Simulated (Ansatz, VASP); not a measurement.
## Two plane-wave programs on AlRu

```xyz
2
Lattice="2.9422 0.0000 0.0000 0.0000 2.9422 0.0000 0.0000 0.0000 2.9422" Properties=species:S:1:pos:R:3 pbc="T T T"
Al    0.0000    0.0000    0.0000
Ru    1.4711    1.4711    1.4711
```

Alike in both runs: functional PBE; k mesh 14 × 14 × 14; occupations fermi-dirac, width 0.15 eV; no spin polarisation.

Ansatz relaxed the structure, and its values are those at the end. VASP's run is a single point on that final structure, the one shown.

|  | VASP | Ansatz |
| --- | --- | --- |
| version | VASP 6.6.1 | Ansatz 0.2.0 |
| potentials or method | VASP PAW PBE potentials, release 64 (Al, Ru_pv) | scalar-relativistic, plane waves, PAW |
| plane-wave cutoff (eV) | 520 | 420 |
| valence electrons in the cell | 17 | 19 |

Ansatz gave:

* gap on the k mesh at the Fermi level (eV): none
* pressure (GPa): 15.0

Task: Which values does VASP return?

Result: gap on the k mesh at the Fermi level (eV): none; pressure (GPa): 14.9.

A gap of «none» marks a metal or a gap that the smearing closes. The two sets of potentials don't hold the same shells in valence.
